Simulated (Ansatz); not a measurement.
# Ca (I4/mmm) in Ansatz: notebook

The runs below take Ca through ladder of functionals, projected density of states, with exchange-only PBE+D3(BJ), r2SCAN0.

Program: Ansatz 0.2.0. These are calculated values, not measurements. Logs are shortened: lines on timing, memory, paths and dates and some standing lists are left out, and cuts for length are marked.

## (1) Starting point

It takes space group I4/mmm (No. 139, tetragonal). The conventional cell has a = 4.410 Å, b = 4.410 Å, c = 4.392 Å, α = 90.00°, β = 90.00°, γ = 90.00°. Ca (site symmetry 4/mmm) has 8 Ca at 3.81 Å as nearest neighbours.

This isn't the form of Ca at room conditions, which is fcc.

## (2) Ladder of functionals, exchange-only PBE+D3(BJ) (cell strained at random at fixed volume)

input.yaml

```yaml
crystal:
  lattice:
    - [-2.20283, 2.199078, 2.134415]
    - [2.231753, -2.221274, 2.185744]
    - [2.222613, 2.241057, -2.156702]
  atoms:
    - { symbol: Ca, position: [0.5, 0.5, 0.0] }
hamiltonian:
  xc: { exchange: pbe, correlation: none }
  pseudopotentials: { kind: nc, source: spms }
  dispersion: d3bj
kpoints:
  mp_grid: { grid: [7, 7, 7] }
scf:
  occupations: { method: fermi_dirac, width: 0.05 }
output:
  forces: true
  stress: true
  eigenvalues: true
  xc_energy_on_converged_density: [lda, pbe, pbesol, rpbe, revpbe, blyp, r2scan]
```

Potentials or basis: SPMS NC.

Started as:

```
$ ansatz run input.yaml --threads 1 --pin off --max-ram 2560MiB --backend cpu --events-out ev --progress --plain --runs-dir out
```

What it wrote:

```text
Warning: the engine holds no damping parameters fitted to this dispersion correction and functional, so the run takes those fitted to pbe (hamiltonian.dispersion, under Limitations)
Warning: RAYON_NUM_THREADS=1 ignored (pool sized by the plan → 1); use --threads N
Engine: ansatz 0.2.0, aarch64-unknown-linux-gnu
Pseudopotentials: kind: nc
Pseudopotential: Ca, nc, valence charge 10, recommended cutoff 435.382179935808 eV (normal), Ca.nc.azcp
Functional definition: unnamed
  exchange = pbe_x
  correlation = 0
Crystal: 1 atoms, lattice volume = 42.718 Å³
Basis set: ecut = 435.382179935808 eV, 911 PW (Γ), exchange–correlation on 54×54×54 points (8 copies of the dense FFT grid, shifted against one another)
Bands: 9, of which v1, the nominal top of the filled ones, is band 5 counted from 1 (4 counted from 0)
Symmetry: 2 space group operations
Space group: P-1 (ITA 2), of the structure as read, at distance tolerance 3.5e-5 Å
k-points: 172 of 343
Non-local potential: Ca, projectors of the file, l = 0: 2, l = 1: 2, l = 2: 2
Initial density: superposition of atomic densities (chi_scale 0.1, normalization cell)
Initial wavefunctions: pseudopotential atomic-orbital guess
Functional: x = pbe(κ = 0.804, μ = 0.2195149727645171), c = none
Listed functional: x = slater, c = lda
Listed functional: x = pbe(κ = 0.804, μ = 0.2195149727645171), c = pbe(β = 0.06672455060314922)
Listed functional: x = pbesol(κ = 0.804, μ = 0.12345679012345678), c = pbesol(β = 0.046)
Listed functional: x = rpbe, c = pbe(β = 0.06672455060314922)
Listed functional: x = revpbe(κ = 1.245, μ = 0.2195149727645171), c = pbe(β = 0.06672455060314922)
Listed functional: x = b88, c = lyp
Listed functional: x = r2scan, c = r2scan; τ floored in thin density (d = 2e-4 eV/Å³)
SCF iter   1: F=—  HF=-1042.752429 eV  |F-HF|=—  |Δ(HF+E_count)|=         —  Δρ=7.79e-3  dr2=1.03e-2  ethr=3.10e-3  ⟨swp⟩=6.7  Hψ=14158  notcnv=0
preconditioner: auto → Kerker (q_TF=auto, 2.142 Å⁻¹)  [metal: Δε(μ)=0.013 eV  Ē_g=3.444 eV  σ=0.050 eV  W_gap=0.06  n_scr=12 (ndim 8)  ℏωp=8.0 eV  f_vac=0.000  D(μ)=1.69/eV (n_scr^D=12)]
SCF iter   2: F=—  HF=-1042.759212 eV  |F-HF|=—  |Δ(HF+E_count)|=   6.78e-3  Δρ=4.35e-3  dr2=4.05e-3  ethr=1.03e-4  ⟨swp⟩=2.0  Hψ=3708  notcnv=0
SCF iter   3: F=—  HF=-1042.767211 eV  |F-HF|=—  |Δ(HF+E_count)|=   8.00e-3  Δρ=8.98e-4  dr2=4.56e-4  ethr=4.05e-5  ⟨swp⟩=2.9  Hψ=3016  notcnv=0
SCF iter   4: F=—  HF=-1042.768112 eV  |F-HF|=—  |Δ(HF+E_count)|=   9.01e-4  Δρ=2.04e-4  dr2=3.04e-5  ethr=4.56e-6  ⟨swp⟩=2.1  Hψ=2106  notcnv=0
SCF iter   5: F=—  HF=-1042.768124 eV  |F-HF|=—  |Δ(HF+E_count)|=   1.26e-5  Δρ=7.84e-5  dr2=1.52e-6  ethr=3.04e-7  ⟨swp⟩=2.0  Hψ=2487  notcnv=0
SCF iter   6: F=—  HF=-1042.768126 eV  |F-HF|=—  |Δ(HF+E_count)|=   1.29e-6  Δρ=1.74e-5  dr2=2.12e-7  ethr=1.52e-8  ⟨swp⟩=2.0  Hψ=2445  notcnv=0
SCF iter   7: F=-1042.768126 eV  HF=-1042.768126 eV  |F-HF|=1.09e-8  |Δ(HF+E_count)|=   3.42e-7  Δρ=6.23e-6  dr2=2.63e-8  ethr=1.00e-9  ⟨swp⟩=5.7  Hψ=8208  notcnv=0
SCF 1 converged in 7 iterations: F = -1042.768126 eV  dr2 = 2.63e-8
SCF converged after 7 iterations
Free energy (F): -1042.768126 eV
Harris-Foulkes:  -1042.768126 eV  (|F-HF|=1.09e-8)
Internal energy: -1042.754126 eV  (E = F + TS)
E sigma→0 (E₀):  -1042.761126 eV
Entropy (-TS):   -0.014000 eV (-14.000 meV/atom)
Fermi energy:    6.262968 eV
--- Per-component energies (eV) ---
  E_band       = -162.409792
  E_kinetic    = 339.170178
  E_local      = -828.966286  (includes V_loc(G=0)·N_el)
  E_nonlocal   = -40.371647
  E_hartree    = 270.003659
  E_xc         = -187.485368
  E_vxc        = -172.248983  (∫ρ·V_xc dr)
  E_ewald      = -594.876834
  E_disp       = -0.227828  (pairwise vdW)
  E_smearing   = -0.014000  (= −TS)
  E_closure    = 0.000000  (closes the sum)
  Σ components = -1042.768126   (vs F -1042.768126, Δ=0.00e0)
--- Forces (eV/Å), atoms counted from 1 ---
  atom   1  Ca     0.00000000     0.00000000     0.00000000
  max |Σ_I F_I| component: 0.00e0 eV/Å
--- Stress (GPa, compression-positive) ---
        1.444743      -0.120162      -0.156942
       -0.120162       1.413839       0.124031
       -0.156942       0.124031       1.167289
  P = ⅓ Tr σ = 1.3420 GPa (13.420 kbar)
--- E_xc of listed functionals on the converged density (eV per cell; not total energies) ---
  on the closing iteration's output density plus the core of the run's pseudopotentials (for a meta-GGA, its output tau too, plus the cores' where a run under it adds that), as the run's own E_xc is; on PAW an entry holds the one-centre parts besides; self-consistent for {"exchange":"pbe","correlation":"none","exx":null} alone
  E_xc = -197.499007  lda
  E_xc = -200.777466  pbe
  E_xc = -198.261960  pbesol
  E_xc = -201.544670  rpbe
  E_xc = -201.335427  revpbe
  E_xc = -199.559881  blyp
  E_xc = -210.698777  r2scan
--- Band table (eV; the first three rows and the last of 172) ---
  k-point 0: bands = ["-35.8307", "-16.7126", "-16.7042", "-16.7032", "2.2234", "8.3873", "8.5206", "8.5576", "9.4191"]
  k-point 1: bands = ["-35.8282", "-16.7289", "-16.7205", "-16.7037", "2.5757", "8.2151", "8.3248", "8.8178", "9.2574"]
  k-point 2: bands = ["-35.8226", "-16.7854", "-16.7382", "-16.7030", "3.5586", "7.4849", "7.9468", "9.2909", "9.5258"]
  k-point 171: bands = ["-35.8190", "-16.8170", "-16.7304", "-16.7226", "4.2712", "7.3374", "7.4106", "9.5679", "9.5902"]
```

It took 4.2 s on 1 thread of Arm Neoverse V1, shared host; peak memory 0.3 GiB.

Results:

| Item | Value |
| --- | --- |
| Free energy | -1042.7681 eV |
| Pressure | 1.3 GPa |
| Band gap on the k mesh | none (metal or under the smearing width) |

Caveat: the potentials were made for another functional, which shifts forces and pressure; pairwise dispersion overbinds metals, which lowers pressure and volume; the dispersion damping was fitted for another functional or another form of the correction.

## (3) Projected density of states, r2SCAN0

input.yaml

```yaml
crystal:
  lattice: { a: 4.41040981, b: 4.41040981, c: 4.39222962, alpha: 90.0, beta: 90.0, gamma: 90.0 }
  space_group: 139
  reduce_to_primitive: true
  atoms:
    - { symbol: Ca, wyckoff: "2b", position: [0.0, 0.0, 0.5] }
hamiltonian:
  xc: r2scan0
  pseudopotentials: { kind: paw }
kpoints:
  mp_grid: { grid: [6, 6, 6] }
scf:
  occupations: { method: fermi_dirac, width: 0.01 }
  n_extra_bands: 6
output:
  forces: true
  stress: true
  eigenvalues: true
  dos: { projected: true, de: 0.05 }
```

Potentials or basis: Ansatz PAW.

Started as:

```
$ ansatz run input.yaml --threads 1 --pin off --max-ram 2560MiB --backend cpu --events-out ev --progress --plain --runs-dir out
```

Run time: 47 s. Hardware: 1 thread of Arm Neoverse V1, shared host; peak memory 1 GiB.

The run converged. Its results:

| Property | Result |
| --- | --- |
| Free energy | -1821.4487 eV |
| Pressure | 1.0 GPa |
| Band gap on the k mesh | none (metal or under the smearing width) |
| Density of states at the Fermi level | 0.41 states/eV per cell |

Stress tensor (GPa, compression positive):
```
1.07 0.00 0.00
0.00 1.07 0.00
0.00 0.00 0.81
```

Levels at points of the mesh, in eV from the Fermi level:
```
              k point  band 3  band 4  band 5  band 6  band 7  band 8
   (0.00, 0.00, 0.00)  -26.26  -26.26   -5.57    3.67    3.68    3.68
  (0.00, 0.00, -0.50)  -26.31  -26.26   -1.23   -0.65    2.50    4.72
  (0.00, -0.50, 0.00)  -26.31  -26.26   -1.23   -0.61    2.48    4.75
(-0.50, -0.50, -0.50)  -26.36  -26.36    0.78    0.79    4.52    4.52
```

States per cell in windows of 0.5 eV (zero at the Fermi level; states under -8 eV left out):
```tsv
from (eV)	total	Ca 4s
-8.0	0.00	0.00
-7.5	0.00	0.00
-7.0	0.00	0.00
-6.5	0.00	0.00
-6.0	0.00	0.00
-5.5	0.03	0.03
-5.0	0.08	0.07
-4.5	0.11	0.10
-4.0	0.14	0.13
-3.5	0.16	0.15
-3.0	0.18	0.16
-2.5	0.22	0.18
-2.0	0.31	0.24
-1.5	0.31	0.20
-1.0	0.26	0.12
-0.5	0.21	0.05
0.0	0.35	0.03
0.5	0.65	0.03
1.0	0.44	0.02
1.5	0.52	0.03
2.0	0.77	0.02
2.5	0.83	0.03
3.0	0.42	0.02
3.5	0.57	0.01
4.0	0.74	0.01
4.5	1.87	0.06
5.0	1.62	0.02
5.5	1.10	0.04
6.0	0.15	0.00
6.5	0.88	0.09
7.0	0.34	0.03
7.5	0.24	0.01
```

Caveat: the PAW data sets come from PBE, with cores solved anew for the run's functional, which leaves a small shift of forces and pressure; the thresholds are loose for stress.
